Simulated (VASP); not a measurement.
Input of a VASP 6.6.1 run:

Contents of INCAR:

```
PREC     = Accurate       # precision mode
ENCUT    = 520            # plane-wave cutoff, eV
EDIFF    = 1E-7           # SCF threshold, eV
ISMEAR   = 0              # smearing method
SIGMA    = 0.1            # smearing width, eV
LREAL    = F              # projectors in reciprocal space
LASPH    = T              # aspherical terms in the spheres
NELM     = 100            # most SCF steps
ALGO     = Fast           # electronic algorithm
ISIF     = 2              # what is computed and relaxed
LWAVE    = F              # write WAVECAR
LCHARG   = T              # write CHGCAR
LDIPOL   = T            
IDIPOL   = 3            
DIPOL    = 0.5 0.5 0.497
GGA      = PE             # functional
LELF     = T              # ELF
LVHAR    = T            
LVACPOTAV= T            
NBANDS   = 36             # bands
```

KPOINTS

```
Automatic mesh
0
Gamma
  11 8 1
```

POSCAR

```
Ru
1.0
    2.6941956862      0.0000000000      0.0000000000
    0.0000000000      3.8101680791      0.0000000000
    0.0000000000      0.0000000000     18.0412935293
Ru
4
Direct
    0.5000000000      0.5000000000      0.3879987867
    0.0000000000      0.0000000000      0.4626662622
    0.5000000000      0.5000000000      0.5351452188
    0.0000000000      0.0000000000      0.6020846386
```

Potentials or basis: VASP PAW PBE potentials, release 64 (Ru_pv).

Run with:

```console
$ cat potpaw_PBE.64/Ru_pv/POTCAR > POTCAR
$ mpirun -np 1 vasp_std > vasp.out
```

(1) Estimate the work function of the lower face.

(2) What does it give for the largest force?

(3) What does it give for the work function of the upper face?

(4) Estimate the band gap on the k mesh.

## Answers

(1) 4.47 eV.

(2) 1.318 eV/Å.

(3) 4.36 eV.

(4) none (metal or under the smearing width).
